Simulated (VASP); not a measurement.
# ZnO (zincite) (P6_3mc) in VASP: notebook

The runs below take ZnO (zincite) through dielectric tensor, with PBE.

All numbers are computed with VASP 6.6.1; they aren't measurements. Logs are shortened: lines on timing, memory, paths and dates and some standing lists are left out, and cuts for length are marked.

## Step 1: The structure

It takes space group P6_3mc (No. 186, hexagonal). Conventional cell: a = 3.249 Å, b = 3.249 Å, c = 5.206 Å, α = 90.00°, β = 90.00°, γ = 120.00°. Around Zn (site symmetry 3m) lie 4 O at 1.97 to 1.98 Å. O (site symmetry 3m) has 4 Zn at 1.97 to 1.98 Å as nearest neighbours.

## Step 2: Dielectric tensor, PBE

INCAR reads:

```
SYSTEM = ZnO
PREC     = Accurate       ! precision mode
ENCUT    = 650            ! plane-wave cutoff, eV
EDIFF    = 1E-8           ! SCF threshold, eV
ISMEAR   = 0              ! smearing method
SIGMA    = 0.01           ! smearing width, eV
LREAL    = .FALSE.        ! projectors in reciprocal space
LASPH    = .TRUE.         ! aspherical terms in the spheres
NELM     = 100            ! most SCF steps
ALGO     = Normal         ! electronic algorithm
ISIF     = 2              ! what is computed and relaxed
LWAVE    = .FALSE.        ! write WAVECAR
LCHARG   = .FALSE.        ! write CHGCAR
GGA      = PE             ! functional
LEPSILON = .TRUE.         ! dielectric tensor by DFPT
```

KPOINTS reads:

```
Automatic mesh
0
G
  6 6 4
  0 0 0
```

POSCAR reads:

```
ZnO
1.0
    3.2493080000      0.0000000000      0.0000000000
   -1.6246540000      2.8139832727      0.0000000000
    0.0000000000      0.0000000000      5.2057090000
Zn O
2 2
Direct
    0.6666666667      0.3333333333      0.0000000000
    0.3333333333      0.6666666667      0.5000000000
    0.3333333333      0.6666666667      0.8790100000
    0.6666666667      0.3333333333      0.3790100000
```

Potentials or basis: VASP PAW PBE potentials, release 64 (Zn, O).

Launch:

```sh
cat potpaw_PBE.64/Zn/POTCAR potpaw_PBE.64/O/POTCAR > POTCAR
mpirun -np 1 vasp_std > vasp.out
```

OUTCAR:

```text
SYSTEM = ZnO
   PREC = Accurate
   ENCUT = 650
   EDIFF = 1E-8
   ISMEAR = 0
   LREAL = .FALSE.
   LASPH = .TRUE.
   NELM = 100
   ISIF = 2
   GGA = PE
   LEPSILON = .TRUE.

 Found     21 irreducible k-points:

 Following reciprocal coordinates:
            Coordinates               Weight
  0.000000  0.000000  0.000000      1.000000
  0.166667  0.000000  0.000000      6.000000
  0.333333 -0.000000  0.000000      6.000000
  0.500000  0.000000  0.000000      3.000000
  0.166667  0.166667  0.000000      6.000000
  0.333333  0.166667  0.000000     12.000000
   k-points           NKPTS =     21   k-points in BZ     NKDIM =     21   number of bands    NBANDS=     22
   number of dos      NEDOS =    301   number of ions     NIONS =      4
   total plane-waves  NPLWV =  37632
   dimension x,y,z NGX =    28 NGY =   28 NGZ =   48
   dimension x,y,z NGXF=    56 NGYF=   56 NGZF=   96
   ions per type =               2   2
   NGX,Y,Z   is equivalent  to a cutoff of  14.33, 14.33, 15.33 a.u.
   NGXF,Y,Z  is equivalent  to a cutoff of  28.65, 28.65, 30.66 a.u.
 SYSTEM =  ZnO
   PREC   = accura    normal or accurate (medium, high low for compatibility)
   ISTART =      0    job   : 0-new  1-cont  2-samecut
   ICHARG =      2    charge: 1-file 2-atom 10-const
   ISPIN  =      1    spin polarized calculation?
   LNONCOLLINEAR =      F non collinear calculations
   LSORBIT =      F    spin-orbit coupling
   LASPH  =      T    aspherical Exc in radial PAW
   ENCUT  =  650.0 eV  47.77 Ry    6.91 a.u.   6.75  6.75 10.82*2*pi/ulx,y,z
   NELM   =    100;   NELMIN=  2; NELMDL= -5     # of ELM steps
   EDIFF  = 0.1E-07   stopping-criterion for ELM
   LREAL  =      F    real-space projection
   EDIFFG = 0.1E-06   stopping-criterion for IOM
   NSW    =      0    number of steps for IOM
   IBRION =     -1    ionic relax: 0-MD 1-quasi-New 2-CG
   NFREE  =      0    steps in history (QN), initial steepest desc. (CG)
   ISIF   =      2    stress and relaxation
   ISYM   =      2    0-nonsym 1-usesym 2-fastsym
   POTIM  = 0.5000    time-step for ionic-motion
   TEBEG  =    0.0;   TEEND  =   0.0 temperature during run
   PSTRESS=    0.0 pullay stress
   NELECT =      36.0000    total number of electrons
   NUPDOWN=      -1.0000    fix difference up-down
   EMIN   =  10.00;   EMAX   =-10.00  energy-range for DOS
   EFERMI =   0.00;   METHOD = LEGACY
   ISMEAR =     0;   SIGMA  =   0.01  broadening in eV -4-tet -1-fermi 0-gaus
[... 208 lines left out ...]
      1.62465      0.93799      1.97302        -0.000000     -0.000000      0.073909
 -----------------------------------------------------------------------------------
    total drift:                                0.000000      0.000000     -0.001087

  FREE ENERGIE OF THE ION-ELECTRON SYSTEM (eV)
  ---------------------------------------------------
  free  energy   TOTEN  =       -17.8271570956 eV

  energy  without entropy=      -17.8271570956  energy(sigma->0) =      -17.82715710

 HEAD OF MICROSCOPIC STATIC DIELECTRIC TENSOR (INDEPENDENT PARTICLE, excluding Hartree and local field effects)
 ------------------------------------------------------
           8.182051     0.000000     0.000000
           0.000000     8.182051     0.000000
           0.000000     0.000000     7.497937
 ------------------------------------------------------

 Free energy of the ion-electron system (eV)
  ---------------------------------------------------
  ---------------------------------------------------
  free energy    TOTEN  =        -0.96965942 eV

  energy without entropy =       -0.96965942

------------------------ aborting loop because EDIFF is reached ----------------------------------------

--------------------------------------- Ionic step        2  -------------------------------------------

------------------------ aborting loop because EDIFF is reached ----------------------------------------

--------------------------------------- Ionic step        3  -------------------------------------------

 Free energy of the ion-electron system (eV)
  ---------------------------------------------------
  ---------------------------------------------------
  free energy    TOTEN  =        -0.87963700 eV

  energy without entropy =       -0.87963700

------------------------ aborting loop because EDIFF is reached ----------------------------------------

 PIEZOELECTRIC TENSOR FIELD DIRECTION 3  (e Angst)
 -----------------------------------------------------------------------------
     1.18511  0.00000 -0.00000           (  0.04536  0.00000 -0.00000)
     0.00000  1.18511  0.00000           (  0.00000  0.04536  0.00000)
    -0.00000  0.00000 -2.39454           ( -0.00000  0.00000 -0.11823)

 PIEZOELECTRIC TENSOR FIELD DIRECTION 3  (C/m^2)
 -----------------------------------------------------------------------------
     0.39891  0.00000 -0.00000
     0.00000  0.39891  0.00000
    -0.00000  0.00000 -0.80601

 MACROSCOPIC STATIC DIELECTRIC TENSOR (including local field effects in DFT)
 ------------------------------------------------------
           8.070572    -0.000000    -0.000000
           0.000000     8.070572     0.000000
           0.000000     0.000000     7.407024
 ------------------------------------------------------

 PIEZOELECTRIC TENSOR (including local field effects)  for field in x, y, z        (e  Angst)
          XX          YY          ZZ          XY          YZ          ZX
  --------------------------------------------------------------------------------
  x     0.00000     0.00000     0.00000    -0.00000     0.00000     1.27390
  y     0.00000     0.00000     0.00000     0.00000     1.27390     0.00000
  z     1.18511     1.18511    -2.39454     0.00000     0.00000     0.00000

 PIEZOELECTRIC TENSOR (including local field effects)  for field in x, y, z        (C/m^2)
          XX          YY          ZZ          XY          YZ          ZX
  --------------------------------------------------------------------------------
  x     0.00000     0.00000     0.00000    -0.00000     0.00000     0.42880
  y     0.00000     0.00000     0.00000     0.00000     0.42880     0.00000
  z     0.39891     0.39891    -0.80601     0.00000     0.00000     0.00000

 BORN EFFECTIVE CHARGES (including local field effects) (in |e|, cummulative output)
 ---------------------------------------------------------------------------------
 ion    1
    1     2.22219     0.00000     0.00000
    2     0.00000     2.22219     0.00000
    3     0.00000    -0.00000     2.23740
 ion    2
    1     2.22219     0.00000     0.00000
    2     0.00000     2.22219     0.00000
    3     0.00000     0.00000     2.23740
 ion    3
    1    -2.22219     0.00000     0.00000
    2     0.00000    -2.22219     0.00000
    3     0.00000     0.00000    -2.23740
 ion    4
    1    -2.22219    -0.00000     0.00000
    2     0.00000    -2.22219     0.00000
    3     0.00000     0.00000    -2.23740
```

OSZICAR:

```text
N       E                     dE             d eps       ncg     rms          rms(c)
DAV:   1     0.316842779180E+03    0.31684E+03   -0.21626E+04   924   0.277E+03
DAV:   2     0.137505382842E+02   -0.30309E+03   -0.29172E+03   984   0.487E+02
DAV:   3    -0.203418722160E+02   -0.34092E+02   -0.33845E+02  1092   0.167E+02
[... 11 lines left out ...]
RMM:   5    -0.877881907203E+00   -0.23224E-02   -0.17653E-04  1392   0.109E-01    0.225E-02
RMM:   6    -0.879285944012E+00   -0.14040E-02   -0.40272E-05  1521   0.497E-02    0.853E-03
RMM:   7    -0.879529132164E+00   -0.24319E-03   -0.23693E-06  1511   0.110E-02    0.162E-03
RMM:   8    -0.879632055978E+00   -0.10292E-03   -0.17230E-07  1555   0.353E-03    0.384E-04
RMM:   9    -0.879633406080E+00   -0.13501E-05   -0.93665E-08  1546   0.768E-04    0.135E-04
RMM:  10    -0.879637265806E+00   -0.38597E-05   -0.29005E-08  1338   0.343E-04    0.263E-05
RMM:  11    -0.879636995825E+00    0.26998E-06    0.54356E-08   893   0.842E-05    0.654E-06
```

Run time: 3.3 min. Hardware: 1 thread of Intel Xeon 6975P-C (Granite Rapids), shared host; peak memory 0.33 GiB.

These settings aren't checked as converged: the numbers below hold their error.

Results:

```
Band gap on the k mesh                  : 0.79 eV, direct
Electronic dielectric tensor (diagonal) : 8.07, 8.07, 7.41
Born charges (mean of the diagonal)     : Zn +2.23; O -2.23 e
```

## Step 3: Dielectric tensor, PBE

INCAR: that of step 2 with these lines changed.

```diff
@@ -2,3 +2,3 @@
 PREC     = Accurate       ! precision mode
-ENCUT    = 650            ! plane-wave cutoff, eV
+ENCUT    = 400            ! plane-wave cutoff, eV
 EDIFF    = 1E-8           ! SCF threshold, eV
```

KPOINTS reads:

```
Automatic mesh
0
G
  9 9 5
  0 0 0
```

POSCAR is that of step 2.

Potentials or basis: VASP PAW PBE potentials, release 64 (Zn, O).

Launch:

```sh
cat potpaw_PBE.64/Zn/POTCAR potpaw_PBE.64/O/POTCAR > POTCAR
mpirun -np 1 vasp_std > vasp.out
```

OUTCAR:

```text
SYSTEM = ZnO
   PREC = Accurate
   ENCUT = 400
   EDIFF = 1E-8
   ISMEAR = 0
   LREAL = .FALSE.
   LASPH = .TRUE.
   NELM = 100
   ISIF = 2
   GGA = PE
   LEPSILON = .TRUE.

 Found     36 irreducible k-points:

 Following reciprocal coordinates:
            Coordinates               Weight
  0.000000  0.000000  0.000000      1.000000
  0.111111  0.000000  0.000000      6.000000
  0.222222  0.000000  0.000000      6.000000
  0.333333  0.000000  0.000000      6.000000
  0.444444  0.000000  0.000000      6.000000
  0.111111  0.111111  0.000000      6.000000
   k-points           NKPTS =     36   k-points in BZ     NKDIM =     36   number of bands    NBANDS=     22
   number of dos      NEDOS =    301   number of ions     NIONS =      4
   total plane-waves  NPLWV =  20736
   dimension x,y,z NGX =    24 NGY =   24 NGZ =   36
   dimension x,y,z NGXF=    48 NGYF=   48 NGZF=   72
   ions per type =               2   2
   NGX,Y,Z   is equivalent  to a cutoff of  12.28, 12.28, 11.50 a.u.
   NGXF,Y,Z  is equivalent  to a cutoff of  24.56, 24.56, 22.99 a.u.
 SYSTEM =  ZnO
   PREC   = accura    normal or accurate (medium, high low for compatibility)
   ISTART =      0    job   : 0-new  1-cont  2-samecut
   ICHARG =      2    charge: 1-file 2-atom 10-const
   ISPIN  =      1    spin polarized calculation?
   LNONCOLLINEAR =      F non collinear calculations
[... 270 lines left out ...]

 PIEZOELECTRIC TENSOR FIELD DIRECTION 3  (e Angst)
 -----------------------------------------------------------------------------
     1.14056  0.00000 -0.00000           (  0.04502  0.00000  0.00000)
     0.00000  1.14056  0.00000           (  0.00000  0.04502  0.00000)
     0.00000  0.00000 -2.31080           (  0.00000  0.00000 -0.12073)

 PIEZOELECTRIC TENSOR FIELD DIRECTION 3  (C/m^2)
 -----------------------------------------------------------------------------
     0.38392  0.00000 -0.00000
     0.00000  0.38392  0.00000
     0.00000  0.00000 -0.77782

 MACROSCOPIC STATIC DIELECTRIC TENSOR (including local field effects in DFT)
 ------------------------------------------------------
           5.893858     0.000000    -0.000000
          -0.000000     5.893858    -0.000000
           0.000000     0.000000     5.798023
 ------------------------------------------------------

 PIEZOELECTRIC TENSOR (including local field effects)  for field in x, y, z        (e  Angst)
          XX          YY          ZZ          XY          YZ          ZX
  --------------------------------------------------------------------------------
  x     0.00000     0.00000     0.00000     0.00000     0.00000     1.20791
  y    -0.00000     0.00000    -0.00000    -0.00000     1.20791     0.00000
  z     1.14056     1.14056    -2.31080     0.00000     0.00000     0.00000

 PIEZOELECTRIC TENSOR (including local field effects)  for field in x, y, z        (C/m^2)
          XX          YY          ZZ          XY          YZ          ZX
  --------------------------------------------------------------------------------
  x     0.00000     0.00000     0.00000     0.00000     0.00000     0.40659
  y    -0.00000     0.00000    -0.00000    -0.00000     0.40659     0.00000
  z     0.38392     0.38392    -0.77782     0.00000     0.00000     0.00000

 BORN EFFECTIVE CHARGES (including local field effects) (in |e|, cummulative output)
 ---------------------------------------------------------------------------------
 ion    1
    1     2.13012     0.00000     0.00000
    2     0.00000     2.13012     0.00000
    3     0.00000     0.00000     2.17664
 ion    2
    1     2.13012     0.00000     0.00000
    2     0.00000     2.13012     0.00000
    3     0.00000     0.00000     2.17664
 ion    3
    1    -2.13012     0.00000     0.00000
    2     0.00000    -2.13012     0.00000
    3     0.00000    -0.00000    -2.17664
 ion    4
    1    -2.13012    -0.00000     0.00000
    2     0.00000    -2.13012     0.00000
    3     0.00000     0.00000    -2.17664
```

OSZICAR:

```text
N       E                     dE             d eps       ncg     rms          rms(c)
DAV:   1     0.259168330230E+03    0.25917E+03   -0.16305E+04  1600   0.203E+03
[... 13 lines left out ...]
RMM:   6    -0.663483916871E+00   -0.13406E-02   -0.37180E-05  2659   0.474E-02    0.713E-03
RMM:   7    -0.663588951364E+00   -0.10503E-03   -0.16586E-06  2561   0.896E-03    0.181E-03
RMM:   8    -0.663678065557E+00   -0.89114E-04   -0.11921E-07  2652   0.339E-03    0.383E-04
RMM:   9    -0.663678421236E+00   -0.35568E-06    0.12673E-07  2677   0.837E-04    0.172E-04
RMM:  10    -0.663679581862E+00   -0.11606E-05    0.25876E-07  2387   0.381E-04    0.322E-05
RMM:  11    -0.663680302362E+00   -0.72050E-06    0.88352E-08  1179   0.596E-05    0.119E-05
RMM:  12    -0.663680104689E+00    0.19767E-06    0.21783E-09  1135   0.599E-05    0.204E-06
```

stdout:

```text
POSCAR found type information on POSCAR ZnO
 POSCAR found :  2 types and       4 ions
 scaLAPACK will be used
 LDA part: xc-table for (Slater+PW92), standard interpolation
 POSCAR, INCAR and KPOINTS ok, starting setup
 FFT: planning ... GRIDC
 FFT: planning ... GRID_SOFT
 FFT: planning ... GRID
 WAVECAR not read
[... 92 lines left out ...]
 Linear response to external field (no local field effect), progress :
  Direction:   3
 dielectric tensor                  component  3 :    -0.402    -0.315     5.883
 Linear response to external field, progress :
  Direction:   1
 dielectric tensor                  component  1 :     5.894    -0.272    -0.000
 Linear response to external field, progress :
  Direction:   2
 dielectric tensor                  component  2 :    -0.563     5.894    -0.000
 Linear response to external field, progress :
  Direction:   3
 dielectric tensor                  component  3 :    -0.398    -0.313     5.798
 Born effective charges drift removed
```

Run time: 3 min. Hardware: 1 thread of Intel Xeon 6975P-C (Granite Rapids), shared host; peak memory 0.31 GiB.

These settings aren't checked as converged: the numbers below hold their error.

Results:

| Quantity | Value |
| --- | --- |
| Band gap on the k mesh | 0.79 eV, direct |
| Electronic dielectric tensor (diagonal) | 5.89, 5.89, 5.80 |
| Born charges (mean of the diagonal) | Zn +2.15; O -2.15 e |

(Part 1 of 2 ends here.)
